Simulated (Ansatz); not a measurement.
The system is PbSe.

```xyz
2
Lattice="3.7843 0.0000 0.0000 0.0000 3.7843 0.0000 0.0000 0.0000 3.7843" Properties=species:S:1:pos:R:3 pbc="T T T"
Pb    0.0000    0.0000    0.0000
Se    1.8922    1.8922    1.8922
```

Measurements of this composition are mostly on another form, of space group No. 225.

Base run:

| Property | Result |
| --- | --- |
| Program | Ansatz 0.2.0 |
| Functional | revPBE |
| Potentials or basis | Ansatz PAW |
| Cutoff | 420 eV (not typed: the program's choice for these potentials) |
| k mesh | 7 × 7 × 7 |
| Occupations | fermi-dirac, width 0.05 eV |
| Spin | no spin polarisation |

Its results: band gap on the k mesh none (metal or under the smearing width); pressure 1.2 GPa.

Q: The run is repeated on the same cell with these changes: functional from revPBE to LDA. What comes out?

A: Band gap on the k mesh none (metal or under the smearing width); pressure -4.8 GPa.

LDA binds more tightly than revPBE, so the same cell stands under less pressure.

Caveats: spin-orbit coupling is left out, which moves the levels of the heavy elements; the PAW data sets come from PBE, with cores solved anew for the run's functional, which leaves a small shift of forces and pressure.
